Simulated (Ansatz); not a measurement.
The reference is InN in the zinc blende structure (space group F-43m, No. 216).

```xyz
2
Lattice="0.0000 2.5000 2.5000 2.5000 0.0000 2.5000 2.5000 2.5000 0.0000" Properties=species:S:1:pos:R:3 pbc="T T T"
N      3.7499     3.7499     3.7499
In     0.0000     0.0000     0.0000
```

Cartesian axes are those of the cell as printed.

Computed with Ansatz (an electronic-structure program), r2SCAN, PAW, cutoff 500 eV, no spin-orbit coupling, earlier PAW set.

Strains are applied to the cell and any free atomic positions relax; under biaxial strain the out-of-plane vector relaxes too.

One change was made to it. Results:

The energy grows by 26 meV/atom; the pressure (mean of the normal stresses, compression positive) goes from zero to 4.5 GPa; the shortest interatomic distance decreases by 0.020 Å, from 2.165 Å to 2.145 Å.

Problem. Which change produced these results?
A) uniaxial strain ε_xx = −5.62 %
B) biaxial strain −4.18 %, plane normal [001], relaxed out of plane
C) tensor shear ε_xz = +0.32 %

Solution. B, biaxial strain −4.18 %, plane normal [001], relaxed out of plane. For comparison, the pressure in the other runs: uniaxial strain ε_xx = −5.62 % gives 8.9 GPa; tensor shear ε_xz = +0.32 % gives 0.0 GPa.

The mesh was chosen for an insulator and is coarse for the gapless case. Whether these cells are dynamically stable was not tested. All final runs are without spin polarisation. Gaps under 0.05 eV, about the width of the smearing, are given as zero. This is not the structure that InN has at room temperature and ambient pressure.
